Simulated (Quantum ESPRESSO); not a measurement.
# Cs under changes of volume

One of the cells (123.104 Å³/atom); the others are scaled copies at fixed shape and fractional positions:

```
Cs
1.0
     0.00000    3.94834    3.94834
     3.94834    0.00000    3.94834
     3.94834    3.94834    0.00000
Cs
1
Direct
  0.00000 0.00000 0.00000
```

This isn't the form of Cs at room conditions, which is bcc.

| Item | Value |
| --- | --- |
| Program | Quantum ESPRESSO 7.5 |
| Functional | PBEsol |
| Potentials or basis | GBRV 1.5 PBEsol |
| Cutoff | 612 eV |
| Density cutoff | 4898 eV |
| k mesh | 6 × 6 × 6 |
| Occupations | fermi-dirac, width 0.05 eV |
| Spin | no spin polarisation |

| volume (Å³/atom) | energy over the lowest point (meV/atom) | pressure (GPa) |
| --- | --- | --- |
| 115.718 | 0.00 | -0.1 |
| 118.180 | ? | ? |
| 120.642 | 3.66 | -0.2 |
| 123.104 | 6.24 | -0.2 |
| 125.566 | 9.24 | -0.2 |
| 128.028 | 12.63 | -0.2 |
| 130.490 | 16.38 | -0.3 |

What does the run at 118.180 Å³/atom give?

Energy over the lowest point 1.57 meV/atom; pressure -0.1 GPa.

Worked out: A Birch-Murnaghan fit of order 3 (a polynomial in V^(-2/3)) to the other rows has no minimum within the range. It gives 1.57 meV/atom at 118.180 Å³/atom, against the run's 1.57, and -dE/dV = -0.1 GPa, against -0.1.

Energies are extrapolated to zero smearing.
